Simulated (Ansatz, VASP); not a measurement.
## One calculation of Cs, two programs

INCAR

```
SYSTEM = Cs
PREC = Accurate
ENCUT = 520
EDIFF = 1E-6
ISMEAR = -1
SIGMA = 0.1
LREAL = .False.
LASPH = .True.
NELM = 60
ALGO = Normal
ISIF = 2
LWAVE = .False.
LCHARG = .True.
LELF = .True.
LVHAR = .True.
NBANDS = 10
```

KPOINTS

```
regular mesh
0
Gamma
  10 10 10
  0 0 0
```

The input POSCAR:

```
Cs
1.0
    0.0000000000      3.3014456476      3.3014456476
    3.3014456476      0.0000000000      3.3014456476
    3.3014456476      3.3014456476      0.0000000000
Cs
1
Direct
    0.0000000000      0.0000000000      0.0000000000
```

Input for Ansatz:

```yaml
crystal:
  lattice:
    - [0.0, 3.3014456476, 3.3014456476]
    - [3.3014456476, 0.0, 3.3014456476]
    - [3.3014456476, 3.3014456476, 0.0]
  atoms:
    - { symbol: Cs, position: [0.0, 0.0, 0.0] }
kpoints:
  mp_grid: { grid: [10, 10, 10] }
scf:
  occupations: { method: fermi_dirac, width: 0.1 }
hamiltonian:
  xc: lda
  pseudopotentials: { kind: paw }
output:
  forces: true
  stress: true
  eigenvalues: true
  populations: true
  write_density: true
  write_potential: true
  elf: true
  volumetric_format: npy
```

Change from the starting cell: volume scaled by 0.75, PAW files.

Alike in both runs: task single point; functional LDA; k mesh 10 × 10 × 10; occupations fermi-dirac, width 0.1 eV; no spin polarisation.

```csv
,VASP,Ansatz
version,VASP 6.6.1,Ansatz 0.2.0
potentials or method,"VASP PAW LDA potentials, release 64 (Cs_sv)","PAW with Ansatz's default frozen-core files, scalar-relativistic"
plane-wave cutoff (eV),520,420
valence electrons in the cell,9,9
```

```csv
,VASP,Ansatz,Ansatz less VASP
pressure (GPa),1.0,1.0,+0.02
```

The runs have no spin-orbit coupling, so splittings on Cs are missing.
